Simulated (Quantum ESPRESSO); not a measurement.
# HfC (P1) in Quantum ESPRESSO: convergence with wavefunction cutoff

Aim: find how far wavefunction cutoff must go before the results for HfC settle, at r2SCAN. This setting moves, with any that are tied to it; all else stays.

All numbers are computed with Quantum ESPRESSO 7.5; they aren't measurements. Logs are shortened: lines on timing, memory, paths and dates and some standing lists are left out, and cuts for length are marked.

### 1 The cell of the first run

The typed cell holds 2 atoms: a = 2.439 Å, b = 4.695 Å, c = 2.562 Å, α = 90.00°, β = 90.00°, γ = 90.00°.

The cell was built by a generator and needn't be a form met in nature.

The cell isn't the ideal one: atoms moved at random, drawn with an rms of 0.05 Å.

### 2 With wavefunction cutoff 35 Ry

The input, pw.in:

```
&CONTROL
  calculation = 'scf'
  prefix = 'pwscf'
  outdir = './tmp'
  pseudo_dir = './pseudo'
  tprnfor = .true.
  tstress = .true.
  disk_io = 'nowf'
/
&SYSTEM
  ibrav = 0
  nat = 2
  ntyp = 2
  ecutwfc = 35
  nbnd = 22
  input_dft = 'r2scan'
  occupations = 'smearing'
  smearing = 'mp'
  degauss = 0.00367493
  nosym = .true.
/
&ELECTRONS
  conv_thr = 1d-08
  electron_maxstep = 120
  mixing_beta = 0.5
/
ATOMIC_SPECIES
Hf   178.4900 Hf_ONCV_PBE-1.2.upf
C     12.0110 C_ONCV_PBE-1.2.upf
CELL_PARAMETERS angstrom
   2.4394258800    0.0000000000    0.0000000000
   0.0000000000    4.6949966100    0.0000000000
   0.0000000000    0.0000000000    2.5622747300
ATOMIC_POSITIONS crystal
Hf    -0.0104220000   -0.0019040000    0.0238420000
C     -0.0190000000    0.5039480000    0.7533650000
K_POINTS automatic
4 2 4 0 0 0
```

Potentials or basis: SG15 PBE 1.2.

Launch:

```bash
> OMP_NUM_THREADS=1 pw.x -in pw.in > pw.out
```

Wall time 18 s (1 thread of Arm Neoverse V1, shared host); peak memory 0.05 GiB.

Results:

- Free energy: -6216.2489 eV
- Largest force: 0.516 eV/Å
- Band gap on the k mesh: none (metal or under the smearing width)

### 3 With wavefunction cutoff 44 Ry

pw.in: that of step 2 with these lines changed.

```diff
@@ -13,3 +13,3 @@
   ntyp = 2
-  ecutwfc = 35
+  ecutwfc = 44
   nbnd = 22
```

Potentials or basis: SG15 PBE 1.2.

Launch:

```bash
> OMP_NUM_THREADS=1 pw.x -in pw.in > pw.out
```

It took 20 s on 1 thread of Arm Neoverse V1, shared host; peak memory 0.05 GiB.

Results:

```
Free energy            : -6220.3950 eV
Largest force          : 0.555 eV/Å
Band gap on the k mesh : none (metal or under the smearing width)
```

### 4 With wavefunction cutoff 53 Ry

pw.in: that of step 3 with these lines changed.

```diff
@@ -13,3 +13,3 @@
   ntyp = 2
-  ecutwfc = 44
+  ecutwfc = 53
   nbnd = 22
```

Launch:

```bash
> OMP_NUM_THREADS=1 pw.x -in pw.in > pw.out
```

It took 38 s on 1 thread of Arm Neoverse V1, shared host; peak memory 0.05 GiB.

What came out:

```yaml
Free_energy: -6220.7017 eV
Largest_force: 0.543 eV/Å
Band_gap_on_the_k_mesh: none (metal or under the smearing width)
```

### 5 With wavefunction cutoff 62 Ry

pw.in: that of step 4 with these lines changed.

```diff
@@ -13,3 +13,3 @@
   ntyp = 2
-  ecutwfc = 53
+  ecutwfc = 62
   nbnd = 22
```

Launch:

```bash
> OMP_NUM_THREADS=1 pw.x -in pw.in > pw.out
```

It took 40 s on 1 thread of Arm Neoverse V1, shared host; peak memory 0.05 GiB.

Results:

* Free energy: -6220.7587 eV
* Largest force: 0.552 eV/Å
* Band gap on the k mesh: none (metal or under the smearing width)

### 6 With wavefunction cutoff 70 Ry

pw.in: that of step 5 with these lines changed.

```diff
@@ -13,3 +13,3 @@
   ntyp = 2
-  ecutwfc = 62
+  ecutwfc = 70
   nbnd = 22
```

Potentials or basis: SG15 PBE 1.2.

Launch:

```bash
> OMP_NUM_THREADS=1 pw.x -in pw.in > pw.out
```

Wall time 34 s (1 thread of Arm Neoverse V1, shared host); peak memory 0.06 GiB.

It converged, with:

```yaml
Free_energy: -6220.7735 eV
Largest_force: 0.563 eV/Å
Band_gap_on_the_k_mesh: none (metal or under the smearing width)
```

### 7 With wavefunction cutoff 79 Ry

pw.in: that of step 6 with these lines changed.

```diff
@@ -13,3 +13,3 @@
   ntyp = 2
-  ecutwfc = 70
+  ecutwfc = 79
   nbnd = 22
```

Launch:

```bash
> OMP_NUM_THREADS=1 pw.x -in pw.in > pw.out
```

Wall time 70 s (1 thread of Arm Neoverse V1, shared host); peak memory 0.07 GiB.

Results (log left out):

```yaml
Free_energy: -6220.7793 eV
Largest_force: 0.529 eV/Å
Band_gap_on_the_k_mesh: none (metal or under the smearing width)
```

### 8 With wavefunction cutoff 88 Ry

pw.in: that of step 7 with these lines changed.

```diff
@@ -13,3 +13,3 @@
   ntyp = 2
-  ecutwfc = 79
+  ecutwfc = 88
   nbnd = 22
```

Launch:

```bash
> OMP_NUM_THREADS=1 pw.x -in pw.in > pw.out
```

Wall time 77 s (1 thread of Arm Neoverse V1, shared host); peak memory 0.08 GiB.

The run converged. Its results:

* Free energy: -6220.7808 eV
* Pressure: -3.8 GPa
* Largest force: 0.526 eV/Å
* Band gap on the k mesh: none (metal or under the smearing width)

### 9 With wavefunction cutoff 106 Ry

pw.in: that of step 8 with these lines changed.

```diff
@@ -13,3 +13,3 @@
   ntyp = 2
-  ecutwfc = 88
+  ecutwfc = 106
   nbnd = 22
```

Potentials or basis: SG15 PBE 1.2.

Launch:

```bash
> OMP_NUM_THREADS=1 pw.x -in pw.in > pw.out
```

It took 66 s on 1 thread of Arm Neoverse V1, shared host; peak memory 0.1 GiB.

Results (log left out):

* Free energy: -6220.7811 eV
* Pressure: -3.8 GPa
* Largest force: 0.546 eV/Å
* Band gap on the k mesh: none (metal or under the smearing width)

### 10 With wavefunction cutoff 132 Ry

pw.in: that of step 9 with these lines changed.

```diff
@@ -13,3 +13,3 @@
   ntyp = 2
-  ecutwfc = 106
+  ecutwfc = 132
   nbnd = 22
```

Potentials or basis: SG15 PBE 1.2.

Launch:

```bash
> OMP_NUM_THREADS=1 pw.x -in pw.in > pw.out
```

pw.out:

```text
This program is part of the open-source Quantum ESPRESSO suite
     for quantum simulation of materials; please cite
         "P. Giannozzi et al., J. Phys.:Condens. Matter 21 395502 (2009);
         "P. Giannozzi et al., J. Phys.:Condens. Matter 29 465901 (2017);
         "P. Giannozzi et al., J. Chem. Phys. 152 154105 (2020);
     in publications or presentations arising from this work. More details at

     IMPORTANT: XC functional enforced from input :
     Exchange-correlation= R2SCAN
                           (   0   0   0   0   0 497 498)
     Any further DFT definition will be discarded
     Please, verify this is what you really want

     G-vector sticks info
     --------------------
     sticks:   dense  smooth     PW     G-vecs:    dense   smooth      PW
     Sum        1713    1713    509                40555    40555    6487

     Using Slab Decomposition

     bravais-lattice index     =            0
     lattice parameter (alat)  =       4.6098  a.u.
     unit-cell volume          =     198.0365 (a.u.)^3
     number of atoms/cell      =            2
     number of atomic types    =            2
     number of electrons       =        30.00
     number of Kohn-Sham states=           22
     kinetic-energy cutoff     =     132.0000  Ry
     charge density cutoff     =     528.0000  Ry
     scf convergence threshold =      1.0E-08
     mixing beta               =       0.5000
     number of iterations used =            8  plain     mixing
     Exchange-correlation= R2SCAN
                           (   0   0   0   0   0 497 498)

     celldm(1)=   4.609847  celldm(2)=   0.000000  celldm(3)=   0.000000
     celldm(4)=   0.000000  celldm(5)=   0.000000  celldm(6)=   0.000000

     crystal axes: (cart. coord. in units of alat)
               a(1) = (   1.000000   0.000000   0.000000 )
               a(2) = (   0.000000   1.924632   0.000000 )
[... 186 lines left out ...]
          k = 0.0000 0.0000 0.0000 (  5077 PWs)   bands (ev):

   -44.3483 -12.3953 -11.1961 -10.8297   6.9088   8.6603   8.7758   8.8424
     9.0143   9.0347   9.0736   9.1860  15.2703  16.7733  17.1093  22.9075
    24.4966  24.7966  25.7651  26.8410  29.7535  30.8546
[... 75 lines left out ...]
   -44.0150 -12.5910 -12.2765 -12.0061   8.7038   8.7695   8.7786   8.9861
     8.9944   9.0571   9.0944   9.6766  16.3772  19.3780  19.4743  19.7596
    22.4229  22.9769  24.2539  24.3010  28.4501  34.7979

          k =-0.5000 0.0000 0.0000 (  5048 PWs)   bands (ev):

   -43.9202 -14.3702 -11.9010 -10.8052   8.5178   8.8809   8.8850   8.9947
     9.0322   9.0804   9.1819  10.2202  15.7049  17.5616  18.6816  19.4193
    23.1322  24.3714  25.6204  26.7697  27.3151  34.8814

          k =-0.5000 0.0000 0.2380 (  5070 PWs)   bands (ev):

   -43.7997 -14.1774 -12.0289 -11.7547   8.5857   8.9116   8.9304   8.9332
     8.9475   9.1096   9.1213  11.2326  16.0146  18.3529  18.4962  19.0695
    20.7522  23.8861  25.1260  27.3520  30.0309  33.1159

          k =-0.5000 0.0000-0.4760 (  5056 PWs)   bands (ev):

   -43.6763 -13.9772 -13.1176 -11.6047   8.6575   8.8247   8.9030   8.9664
     9.0251   9.0730   9.1898  12.8490  14.6592  17.8280  18.2724  18.3006
    19.6809  24.4461  27.7882  28.4724  30.3795  33.3399

          k =-0.5000-0.2598 0.0000 (  5068 PWs)   bands (ev):

   -43.9202 -14.3693 -11.9098 -10.8052   8.5210   8.8680   8.8912   8.9944
     9.0322   9.0464   9.1907  10.9150  14.5184  16.9253  19.1363  20.5167
    23.1316  23.4943  24.4807  27.0809  29.9517  33.5455

          k =-0.5000-0.2598 0.2380 (  5040 PWs)   bands (ev):

   -43.7997 -14.1767 -12.0285 -11.7620   8.5887   8.9109   8.9213   8.9368
     8.9454   9.1032   9.1249  11.6838  15.5371  17.4286  18.1622  20.7970
    20.8419  23.3124  24.5913  28.2087  29.2225  32.4242

          k =-0.5000-0.2598-0.4760 (  5056 PWs)   bands (ev):

   -43.6762 -13.9767 -13.1170 -11.6104   8.6592   8.8257   8.9001   8.9625
     9.0278   9.0873   9.1771  12.8753  14.8953  17.0708  17.9350  19.4281
    20.6908  22.5521  26.4968  29.3763  31.0030  33.2602

     the Fermi energy is    19.5076 ev

!    total energy              =    -457.21911574 Ry
     estimated scf accuracy    <          3.1E-09 Ry
     smearing contrib. (-TS)   =      -0.00003709 Ry
     internal energy E=F+TS    =    -457.21907864 Ry

     The total energy is F=E-TS. E is the sum of the following terms:
     one-electron contribution =    -243.83457392 Ry
     hartree contribution      =     153.25981386 Ry
     xc contribution           =     -40.70015528 Ry
     ewald contribution        =    -325.94416330 Ry

     convergence has been achieved in  14 iterations

     Forces acting on atoms (cartesian axes, Ry/au):

     atom    1 type  1   force =    -0.00176460   -0.00120964   -0.02018690
     atom    2 type  2   force =     0.00176460    0.00120964    0.02018690

     Total force =     0.028708     Total SCF correction =     0.000177

     Computing stress (Cartesian axis) and pressure

          total   stress  (Ry/bohr**3)                   (kbar)     P=      -37.62
   0.00237457   0.00000127   0.00001266          349.31        0.19        1.86
   0.00000127  -0.00406191   0.00004983            0.19     -597.53        7.33
   0.00001266   0.00004983   0.00092022            1.86        7.33      135.37

=------------------------------------------------------------------------------=
   JOB DONE.
=------------------------------------------------------------------------------=
```

Run time: 2.4 min. Hardware: 1 thread of Arm Neoverse V1, shared host; peak memory 0.12 GiB.

Results:

| Property | Result |
| --- | --- |
| Free energy | -6220.7830 eV |
| Pressure | -3.8 GPa |
| Largest force | 0.522 eV/Å |
| Band gap on the k mesh | none (metal or under the smearing width) |

### 11 The series at a glance

```tsv
wavefunction cutoff	energy less the tightest run, at zero smearing (meV/atom)	largest force (eV/Å)	SCF cycles	CPU time (s)	peak memory (GiB)
35 Ry	2267.12	0.516	14	18	0.05
44 Ry	193.98	0.555	14	20	0.05
53 Ry	40.66	0.543	14	38	0.05
62 Ry	12.16	0.552	14	40	0.05
70 Ry	4.72	0.563	13	34	0.06
79 Ry	1.82	0.529	14	70	0.07
88 Ry	1.08	0.526	14	77	0.08
106 Ry	0.92	0.546	14	66	0.1
132 Ry	0.00	0.522	14	140	0.12
```

Against the tightest run, the energy stays within 1 meV/atom from 106 Ry on. Not settled before the last step: the largest force (to 0.005 eV/Å). The tightest run that finished is the yardstick and may itself not be fully converged.

Caveats: all runs use coarse meshes; the potentials were made for another functional, which shifts forces and pressure.
